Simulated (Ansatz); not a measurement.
Start from RuO2 in the rutile structure (space group P4_2/mnm, No. 136; a = 4.480 Å, c = 3.107 Å).

Computed with r2SCAN, PAW, 500 eV (Ansatz, a first-principles code; no spin-orbit coupling).

Before the change:

- Lattice parameter a = 4.480 Å
- c/a ratio = 0.694

Modification: cell and atoms relaxed at a pressure of 75 GPa.

Q: How does this affect the lattice parameter a?

A: The lattice parameter a decreases by 0.322 Å to 4.158 Å.

Q: What happens to the c/a ratio?

A: The c/a ratio increases by 0.031 (0.694 → 0.725).

Load acts through the strain it causes; cell and atoms are relaxed under it. Whether these cells are dynamically stable was not tested. Competing high-pressure phases were not computed. Seeded moments were not kept for the base. No Hubbard U is applied, and correlation can decide whether such a compound is a metal. The final runs are not spin-polarised.
